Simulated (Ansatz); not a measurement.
Input and command of a calculation in Ansatz (plane waves; scalar-relativistic PAW potentials unless the input names others):

```yaml
crystal:
  lattice:
    - [4.0192501416, 0.0, 0.0]
    - [0.0, 4.0192501416, 0.0]
    - [0.0, 0.0, 4.230260774]
  atoms:
    - { symbol: Ba, position: [0.5, 0.5, 0.5] }
    - { symbol: Ti, position: [0.0, 0.0, 0.0] }
    - { symbol: O, position: [0.5, 0.0, 0.0] }
    - { symbol: O, position: [0.0, 0.5, 0.0] }
    - { symbol: O, position: [0.0, 0.0, 0.5] }
basis:
  ecutwfc: 420
kpoints:
  mp_grid: { grid: [8, 8, 8] }
hamiltonian:
  xc: pbe
scf:
  occupations: { method: gaussian, width: 0.05 }
  mixing: { algorithm: anderson, beta: 0.2 }
output:
  forces: true
  eigenvalues: true
  stress: true
```

```bash
ansatz run input.yaml --threads 1 --pin off --max-ram 2560MiB --backend cpu --events-out ev --progress --plain --runs-dir out
```

Abridged log:
```
Basis set: ecut = 420 eV, 1327 PW (Γ), exchange–correlation on 54×54×60 points (8 copies of the dense FFT grid, shifted against one another)
Bands: 25, of which v1, the nominal top of the filled ones, is band 20 counted from 1 (19 counted from 0)
Symmetry: 16 space group operations
k-points: 75 of 512
SCF iter   1: F=—  HF=-10159.434050 eV  |F-HF|=—  |Δ(HF+E_count)|=         —  Δρ=1.46e-3  dr2=7.79e-4  ethr=1.77e-3  ⟨swp⟩=6.0  Hψ=9192  notcnv=0
SCF iter   2: F=—  HF=-10159.434112 eV  |F-HF|=—  |Δ(HF+E_count)|=   6.13e-5  Δρ=9.50e-4  dr2=1.54e-4  ethr=1.95e-6  ⟨swp⟩=2.0  Hψ=3827  notcnv=0  κ⁻¹=1.0e0(r=1)
SCF iter   3: F=—  HF=-10159.434295 eV  |F-HF|=—  |Δ(HF+E_count)|=   1.83e-4  Δρ=6.87e-4  dr2=7.35e-5  ethr=3.85e-7  ⟨swp⟩=1.5  Hψ=1840  notcnv=0  κ⁻¹=4.3e-3(r=2)
SCF iter   4: F=—  HF=-10159.434922 eV  |F-HF|=—  |Δ(HF+E_count)|=   6.27e-4  Δρ=1.19e-4  dr2=7.97e-6  ethr=1.84e-7  ⟨swp⟩=2.0  Hψ=2970  notcnv=0  κ⁻¹=7.3e-5(r=3)
SCF iter   5: F=—  HF=-10159.434922 eV  |F-HF|=—  |Δ(HF+E_count)|=   7.55e-8  Δρ=5.08e-5  dr2=1.64e-6  ethr=1.99e-8  ⟨swp⟩=2.0  Hψ=2816  notcnv=0  κ⁻¹=1.4e-5(r=4)
SCF iter   6: F=—  HF=-10159.434923 eV  |F-HF|=—  |Δ(HF+E_count)|=   9.13e-7  Δρ=3.41e-5  dr2=4.20e-7  ethr=4.09e-9  ⟨swp⟩=2.4  Hψ=2832  notcnv=0  κ⁻¹=5.9e-6(r=5)
SCF iter   7: F=-10159.434924 eV  HF=-10159.434924 eV  |F-HF|=9.54e-9  |Δ(HF+E_count)|=   7.30e-7  Δρ=1.12e-5  dr2=6.55e-8  ethr=2.50e-10  ⟨swp⟩=7.5  Hψ=9948  notcnv=0
SCF 1 converged in 7 iterations: F = -10159.434924 eV  dr2 = 6.55e-8
SCF converged after 7 iterations
Stability not checked: this state was not tested for a lower state beside it, because the mixer in use, unlike msr1, does not test its closes by its own steps (another_mixer; see scf.mixing.algorithm and scf.lower_state_search)
Free energy (F): -10159.434924 eV
Harris-Foulkes:  -10159.434924 eV  (|F-HF|=9.54e-9)
Internal energy: -10159.434924 eV  (E = F + TS)
E sigma→0 (E₀):  -10159.434924 eV
Fermi energy:    10.292577 eV
--- Forces (eV/Å), atoms counted from 1 ---
  atom   1  Ba     0.00000000     0.00000000     0.00000000
  atom   2  Ti     0.00000000     0.00000000     0.00000000
  atom   3  O      0.00000000     0.00000000     0.00000000
  atom   4  O      0.00000000     0.00000000     0.00000000
  atom   5  O      0.00000000     0.00000000     0.00000000
--- Stress (GPa, compression-positive) ---
       -4.715952       0.000000       0.000000
        0.000000      -4.715952       0.000000
        0.000000       0.000000     -11.281443
  P = ⅓ Tr σ = -6.9044 GPa (-69.044 kbar)
```

Apart from outputs and empty bands, the input differs from a reference run on usual settings in scf.mixing.algorithm: not typed → "anderson"; scf.mixing.beta: not typed → 0.2. The reference, at the same geometry (not necessarily relaxed), gave pressure -6.91 GPa, largest force 0.000 eV/Å, gap on the mesh 1.58 eV. This run converged in 7 SCF iterations (reference: 6) with an energy at zero smearing within 0.01 meV/atom of the reference's, pressure -6.90 GPa, largest force 0.000 eV/Å, gap on the mesh 1.58 eV.

It took 8.1 s on 1 thread of Arm Neoverse V2, on a shared host, peak memory 0.4 GiB.